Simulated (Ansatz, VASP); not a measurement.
Pb: VASP beside Ansatz

```xyz
1
Lattice="-0.0070 2.4697 2.4484 2.4476 -0.0270 2.4684 2.4538 2.4959 -0.0332" Properties=species:S:1:pos:R:3 pbc="T T T"
Pb    0.0581    0.0106   -0.0133
```

Change from the starting cell: cell strained at random at fixed volume.

Alike in both runs: task single point; functional PBEsol; k mesh 9 × 9 × 9; occupations fermi-dirac, width 0.05 eV; no spin polarisation.

|  | VASP | Ansatz |
| --- | --- | --- |
| version | VASP 6.6.1 | Ansatz 0.2.0 |
| potentials or method | VASP PAW PBE potentials, release 64 (Pb_d) | Ansatz PAW |
| plane-wave cutoff (eV) | 520 | 420 |
| valence electrons in the cell | 14 | 14 |

Ansatz gave:

```
gap on the k mesh at the Fermi level (eV)       : none
pressure (GPa)                                  : -0.6
largest component of the traceless stress (GPa) : 0.72
```

Which values does VASP return?

gap on the k mesh at the Fermi level (eV): none; pressure (GPa): -0.7; largest component of the traceless stress (GPa): 0.72.

A gap of «none» marks a metal or a gap that the smearing closes. With one functional, cell and mesh, what is left measures potentials, basis and numerics.

Caveats: the PAW data sets were made with another functional, which shifts forces and pressure a little (VASP); the PAW data sets come from PBE, with cores solved anew for the run's functional, which leaves a small shift of forces and pressure (Ansatz). Spin-orbit coupling is left out, which matters for the levels of Pb.
